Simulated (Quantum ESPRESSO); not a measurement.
KBr:

```
Br K
1.0
     0.00000    3.30000    3.30000
     3.30000    0.00000    3.30000
     3.30000    3.30000    0.00000
Br K
1 1
Cartesian
  3.3000 3.3000 3.3000
  0.0000 0.0000 0.0000
```

Base run:

| Item | Value |
| --- | --- |
| Program | Quantum ESPRESSO 7.5 |
| Functional | PBE |
| Potentials or basis | PseudoDojo 0.4.1 SR PBE standard |
| Cutoff | 1007 eV |
| Density cutoff | 4027 eV |
| k mesh | 6 × 6 × 6, shifted |
| Occupations | fermi-dirac, width 0.05 eV |
| Spin | no spin polarisation |

Its results: pressure 0.7 GPa; electronic dielectric tensor (diagonal) 2.55.

Task: After a change of settings the same cell gave: pressure -0.1 GPa; electronic dielectric tensor (diagonal) 2.59. Which change was it?
A. functional from PBE to WC
B. functional from PBE to LDA; potentials or basis from PseudoDojo 0.4.1 SR PBE standard to PseudoDojo 0.4.1 SR LDA standard; cutoff from 1007 eV to 980 eV; density cutoff from 4027 eV to 3918 eV
C. functional from PBE to BLYP

Result: A.

WC binds more tightly than PBE, so the same cell stands under less pressure.

Caveats: the potentials were made for another functional, which shifts forces and pressure (some runs).
